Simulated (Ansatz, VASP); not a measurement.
Ag in VASP and in Ansatz

```
Ag
1.0
    -1.63910    1.63910    1.65565
     1.63910   -1.63910    1.65565
     1.63910    1.63910   -1.65565
Ag
1
Direct
  0.00000 0.00000 0.00000
```

Change from the starting cell: strain = -0.01.

Alike in both runs: task single point; functional PBE; k mesh 11 × 11 × 11; occupations fermi-dirac, width 0.05 eV; no spin polarisation.

|  | VASP | Ansatz |
| --- | --- | --- |
| version | VASP 6.6.1 | Ansatz 0.2.0 |
| potentials or method | VASP PAW PBE potentials, release 64 (Ag) | Ansatz PAW |
| plane-wave cutoff (eV) | 520 | 420 |
| valence electrons in the cell | 11 | 19 |

|  | VASP | Ansatz | Ansatz less VASP |
| --- | --- | --- | --- |
| gap on the k mesh at the Fermi level (eV) | none | none | - |
| pressure (GPa) | 0.9 | 1.0 | +0.13 |
| largest component of the traceless stress (GPa) | 0.23 | 0.24 | +0.004 |

A gap of «none» marks a metal or a gap that the smearing closes. The two sets of potentials don't hold the same shells in valence.
